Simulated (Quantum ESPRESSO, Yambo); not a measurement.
# A GW chain in Yambo: BeTe (F-43m), part 2 of 3

Wanted: ground state, empty states, screening and self-energy for BeTe (F-43m).

Quantum ESPRESSO 7.5 and Yambo 5.3.0; PBE and many-body steps on it, plane waves. Known limits of the many-body steps: not at the basis limit; coarse k mesh.

So far. Step 2 (Ground state): The gap is indirect, with the least direct gap 1.69 eV higher. Step 3 (Bands along the symmetry lines): The gap is 1.565 eV, as in the run before at this level.

The database entry behind the starting cell differs from later determinations by our own check (an axis about 1.5 % short against later determinations), so it need not match the best structure at ambient conditions.

**4. Empty states on the mesh, 4×4×4 mesh, 152 bands**

Level of this step: DFT, PBE with spin-orbit coupling, plane waves, norm-conserving pseudopotentials (Quantum ESPRESSO).

The sums over transitions need many empty states on a uniform mesh; this step solves for them.

pw.in

```
&control
  calculation = 'nscf'
  prefix = 'x'
  outdir = 'o'
  pseudo_dir = 'pseudo'
/
&system
  ibrav = 0
  nat = 2
  ntyp = 2
  ecutwfc = 88.0
  nbnd = 152
  force_symmorphic = .true.
  noncolin = .true.
  lspinorb = .true.
/
&electrons
  conv_thr = 1e-9
  electron_maxstep = 80
  diago_full_acc = .true.
  diago_thr_init = 5e-6
/
ATOMIC_SPECIES
  Be 9.012 Be.upf
  Te 127.6 Te.upf
CELL_PARAMETERS angstrom
  0.0000000000 2.7700000000 2.7700000000
  2.7700000000 0.0000000000 2.7700000000
  2.7700000000 2.7700000000 -0.0000000000
ATOMIC_POSITIONS crystal
  Be 0.0000000000 0.0000000000 0.0000000000
  Te 0.2500000000 0.2500000000 0.2500000000
K_POINTS automatic
  4 4 4 0 0 0
```

On the command line:

```
$ OMP_NUM_THREADS=1 mpirun -n 4 pw.x -nk 4 -in pw.in > pw.out
```

The log of the run:

```text
[banner, memory and clock lines left out]
Program PWSCF v.7.5 starts

     Atomic positions and unit cell read from directory:
     o/x.save/

     Message from routine setup:
     using ibrav=0 with symmetry is DISCOURAGED, use correct ibrav instead

     G-vector sticks info

     bravais-lattice index     =            0
     lattice parameter (alat)  =       7.4028  a.u.
     unit-cell volume          =     286.8573 (a.u.)^3
     number of atoms/cell      =            2
     number of atomic types    =            2
     number of electrons       =        28.00
     number of Kohn-Sham states=          152
     kinetic-energy cutoff     =      88.0000  Ry
     charge density cutoff     =     352.0000  Ry
     Exchange-correlation= PBE
                           (   1   4   3   4   0   0   0)
     Non magnetic calculation with spin-orbit

     celldm(1)=   7.402759  celldm(2)=   0.000000  celldm(3)=   0.000000
     celldm(4)=   0.000000  celldm(5)=   0.000000  celldm(6)=   0.000000

     crystal axes: (cart. coord. in units of alat)
               a(1) = (   0.000000   0.707107   0.707107 )
               a(2) = (   0.707107   0.000000   0.707107 )
               a(3) = (   0.707107   0.707107  -0.000000 )

     reciprocal axes: (cart. coord. in units 2 pi/alat)
               b(1) = ( -0.707107  0.707107  0.707107 )
               b(2) = (  0.707107 -0.707107  0.707107 )
               b(3) = (  0.707107  0.707107 -0.707107 )
     Pseudo is Norm-conserving, Zval =  4.0
     Generated using ONCVPSP code by D. R. Hamann
     Using radial grid of 1358 points,  6 beta functions with:
     Pseudo is Norm-conserving + core correction, Zval = 24.0
     Generated using ONCVPSP code by D. R. Hamann
     Using radial grid of 1324 points, 10 beta functions with:
     Be                4.00     9.01200     Be( 1.00)
     Te               24.00   127.60000     Te( 1.00)

     24 Sym. Ops. (no inversion) found

   Cartesian axes

     site n.     atom                  positions (alat units)
         1        Be     tau(   1) = (   0.0000000   0.0000000   0.0000000  )
         2        Te     tau(   2) = (   0.3535534   0.3535534   0.3535534  )

     number of k points=     8
                       cart. coord. in units 2pi/alat
        k(    1) = (   0.0000000   0.0000000   0.0000000), wk =   0.0156250
        k(    2) = (   0.1767767   0.1767767  -0.1767767), wk =   0.1250000
        k(    3) = (  -0.3535534  -0.3535534   0.3535534), wk =   0.0625000
[...]
k(    7) = (  -0.7071068   0.0000000   0.0000000), wk =   0.0468750
        k(    8) = (  -0.7071068   0.3535534   0.0000000), wk =   0.0937500

     Dense  grid:    31951 G-vectors     FFT dimensions: (  45,  45,  45)

     The potential is recalculated from file :
     o/x.save/charge-density

     Starting wfcs are   30 randomized atomic wfcs +  122 random wfcs

     Band Structure Calculation

     End of band structure calculation

          k = 0.0000 0.0000 0.0000 (  4015 PWs)   bands (ev):

  -149.4316-149.4316-106.2501-106.2501 -96.5431 -96.5431 -96.5431 -96.5431
   -90.8193 -90.8193 -27.7289 -27.7289 -27.7289 -27.7289 -26.2733 -26.2733
   -26.2636 -26.2636 -26.2636 -26.2636  -3.1889  -3.1889   8.7764   8.7764
     9.7313   9.7313   9.7313   9.7313  12.9902  12.9902  13.0564  13.0564
[...]
[... 7 further rows ...]
[...]
k = 0.1768 0.1768-0.1768 (  3984 PWs)   bands (ev):

  -149.4316-149.4316-106.2501-106.2501 -96.5432 -96.5432 -96.5431 -96.5431
[...]
[... 7 further rows ...]
[...]
k =-0.3536-0.3536 0.3536 (  3996 PWs)   bands (ev):

  -149.4316-149.4316-106.2501-106.2501 -96.5432 -96.5432 -96.5431 -96.5431
[...]
[... 7 further rows ...]
    69.1284  69.1284  69.1444  69.1444  70.7998  70.7998  70.9866  70.9866
    71.8250  71.8250  71.8699  71.8699  73.6940  73.6940  73.9034  73.9034

          k = 0.3536 0.0000 0.0000 (  4016 PWs)   bands (ev):

     [... further k-points ...]

     highest occupied, lowest unoccupied level (ev):     9.7313   11.2968

     XML data file, pseudopotentials, collected wavefunctions
```

It took 23 s on 4 MPI ranks of Arm Neoverse V1, shared host; peak memory 0.63 GiB; 91 s of CPU time.

This step gave:

| Quantity | Value |
| --- | --- |
| gap | 1.565 eV |
| k of the valence top | 0, 0, 0 |
| k of the conduction bottom | 0, -0.5, -0.5 |
| least direct gap | 3.259 eV |
| k points computed | 8 |
| lowest point of the top converged band, above the valence top | 64.1555 eV |

On this mesh the gap is 1.565 eV.

**5. Conversion and set-up**

This step: Yambo 5.3.0; conversion and set-up on PBE with spin-orbit coupling, plane waves, norm-conserving pseudopotentials.

The states are converted to the many-body program's format and the q mesh is built.

On the command line:

```
$ (cd o/x.save; p2y > p2y.log; mv SAVE ../..); yambo > setup.log
```

The log of the run:

```text
 Yambo, version 5.3.0

 [02] CORE Variables Setup
 =========================

  [02.01] Unit cells
  ==================

  Cell kind             :  FCC
  Atoms in the cell     :  Be  Te
  number of Be atoms    :  1
  number of Te atoms    :  1

  List of atomic masses
  Mass of Be    :  9.012000
  Mass of Te    :  127.6000

  List of atomic coordinates    : [cc]
  Be1       :  0.000000  0.000000  0.000000  order 1
  Te1       :  2.617271  2.617271  2.617271  order 2

  Alat factors          :  5.234541  5.234541  5.234541 [a.u.]
  Direct lattice volume :  286.8573 [a.u.]
  Direct lattice vectors:  A[ 1 ]  A[ 2 ]  A[ 3 ]
   A[ 1 ]:  0.000000  1.000000  1.000000  [iru]
   0.000000  5.234541  5.234541  [cc]
   A[ 2 ]:  1.000000  0.000000  1.000000  [iru]
   5.234541  0.000000  5.234541  [cc]
   A[ 3 ]:  1.000000  1.000000 -0.000000  [iru]
   5.234541  5.234541 -0.000000  [cc]

  Recip. lattice volume :  0.864716 [a.u.]
  Recip. lattice vectors:  B[ 1 ]  B[ 2 ]  B[ 3 ]
   B[ 1 ]: -0.500000  0.500000  0.500000  [iku]
  -0.600166  0.600166  0.600166  [cc]
   B[ 2 ]:  0.500000 -0.500000  0.500000  [iku]
   0.600166 -0.600166  0.600166  [cc]
   B[ 3 ]:  0.500000  0.500000 -0.500000  [iku]
   0.600166  0.600166 -0.600166  [cc]

  [02.02] Symmetries
  ==================

  Inversion symmetry    : yes
  Spatial inversion     : no
  Inversion index       :  25
  K-space Time-reversal : yes
  Magnetic symmetries   : no
  Time-reversal derived K-space symmetries:   25   48
  Group table correct   : yes
  Symmetries units      :  [cc]

   [S  1]:   1.0000      0.34382E-16  0.34382E-16  0.34382E-16   1.0000     -0.34382E-16 -0.34382E-16 -0.34382E-16   1.0000
   [S  2]:  -1.0000     -0.34382E-16  0.34382E-16 -0.34382E-16  -1.0000     -0.34382E-16  0.34382E-16  0.34382E-16   1.0000
   [S  3]:  -1.0000      0.34382E-16 -0.34382E-16 -0.34382E-16   1.0000      0.34382E-16  0.34382E-16 -0.34382E-16  -1.0000
[...]
[S  9]:  0.34382E-16   1.0000      0.34382E-16 -0.34382E-16  0.34382E-16   1.0000       1.0000     -0.34382E-16 -0.34382E-16
   [S 10]:  0.34382E-16  -1.0000     -0.34382E-16 -0.34382E-16 -0.34382E-16  -1.0000       1.0000      0.34382E-16  0.34382E-16
     [... 36 further rows ...]
   [S*47]:   1.0000      0.34382E-16 -0.34382E-16  0.34382E-16 -0.34382E-16  -1.0000     -0.34382E-16   1.0000      0.34382E-16
   [S*48]:   1.0000     -0.34382E-16  0.34382E-16  0.34382E-16  0.34382E-16   1.0000     -0.34382E-16  -1.0000     -0.34382E-16

  [02.03] Reciprocal space
  ========================

  nG shells         :   328
  nG charge         :   31951
  nG WFs            :   4873
  nC WFs            :   4016
  G-vecs. in first 32 shells:  [ Number ]
     1    9   15   27   51   59   65   89  113
    137   169   181   229   259   283   307   331   339
    387   411   459   531   537   561   609   645   701
    725   749   821   869   893
  ...
[...]
BZ  K-points                                      :   64

  K/Q-points units:
  rlu = crystal or reduced units; cc = cartesian coordinates; iku = interal k-units

  K [1]          [rlu]:  0.000000  0.000000  0.000000
         WF components:   4015
  K [2]          [rlu]: -0.15124E-17 -0.15124E-17  0.25000
         WF components:   3984
  K [3]          [rlu]:  0.30247E-17  0.30247E-17 -0.50000
         WF components:   3996
  K [4]          [rlu]: -0.97766E-18  0.25000      0.25000
         WF components:   4016
  K [5]          [rlu]:  0.18396E-16  0.25000     -0.50000
         WF components:   4008
  [... 2 further k-points ...]
  K [8]          [rlu]:  0.250000 -0.500000 -0.250000
         WF components:   3996

  [02.05] Energies & Occupations
  ==============================

  [X] === General ===
  [X] Electronic Temperature                        :  0.000000  0.000000 [eV K]
  [X] Bosonic    Temperature                        :  0.000000  0.000000 [eV K]
  [X] Finite Temperature mode                       : no
  [X] El. density                                   :  0.65870E+24 [cm-3]
  [X] Fermi Level                                   :  9.731280 [eV]

  [X] === Gaps and Widths ===
  [X] Conduction Band Min                           :  1.565485 [eV]
  [X] Valence Band Max                              :  0.000000 [eV]
  [X] Filled Bands                                  :  28
  [X] Empty Bands                                   :   29  152
  [X] Direct Gap                                    :  3.258947 [eV]
  [X] Direct Gap localized at k                     :  1
  [X] Indirect Gap                                  :  1.565485 [eV]
  [X] Indirect Gap between kpts                     :   1   7
  [X] Last valence band width                       :  3.670239 [eV]
  [X] 1st conduction band width                     :  3.422578 [eV]

  E @ K [1]:  [eV]
  -159.1629 -159.1629 -115.9813 -115.9813 -106.2744 -106.2744 -106.2744 -106.2744
  -100.5506 -100.5506  -37.4602  -37.4602  -37.4602  -37.4601  -36.0046  -36.0046
  -35.99490 -35.99490 -35.99490 -35.99490 -12.92022 -12.92022  -0.95488  -0.95488
[...]
occ @ K [1]
[...]
E @ K [2]:  [eV]
[...]
occ @ K [2]
[...]
E @ K [3]:  [eV]
[...]
occ @ K [3]
[...]
E @ K [4]:  [eV]
[...]
occ @ K [4]
[...]
E @ K [5]:  [eV]
[...]
occ @ K [5]
[...]
[... 2 further k-points ...]
  E @ K [8]:  [eV]
[...]
occ @ K [8]
[...]
0.000000  0.000000  0.000000  0.000000  0.000000  0.000000  0.000000  0.000000
   0.000000  0.000000  0.000000  0.000000  0.000000  0.000000  0.000000  0.000000

 [03] Transferred momenta grid and indexing
 ==========================================

 IBZ Q-points                                      :   8
 BZ  Q-points                                      :   64

 K/Q-points units:
 rlu = crystal or reduced units; cc = cartesian coordinates; iku = interal k-units

 Q [1]          [rlu]:  0.000000  0.000000  0.000000
 Q [2]          [rlu]: -0.61447E-17 -0.61447E-17  0.25000
 Q [3]          [rlu]:  0.12289E-16  0.12289E-16 -0.50000
[...]
Q [7]          [rlu]: -0.44291E-16 -0.50000     -0.50000
 Q [8]          [rlu]:  0.250000 -0.500000 -0.250000

  [03.01] X indexes
  =================

   [03.01.01] Sigma indexes
   ========================

 [06] Game Over & Game summary
```

Wall time 2.9 s (1 MPI rank); peak memory 0.25 GiB.

(Continued in part 3 of 3.)

[Paths, hosts, dates, memory and timing lines, banners, echoed tables and standing remarks are left out of the program output.]

[Logs are printed without paths, hosts, clocks, repeated set-up lines and the standing remarks that a program may print on its own settings, such as how far it seeks lower states.]

[Runs of the session that timed out or met a known fault of the program may be left out.]

[Hosts, paths, dates, database ids (printed as entryN), source tags and the programs' standing remarks are cut or masked in the printed files.]
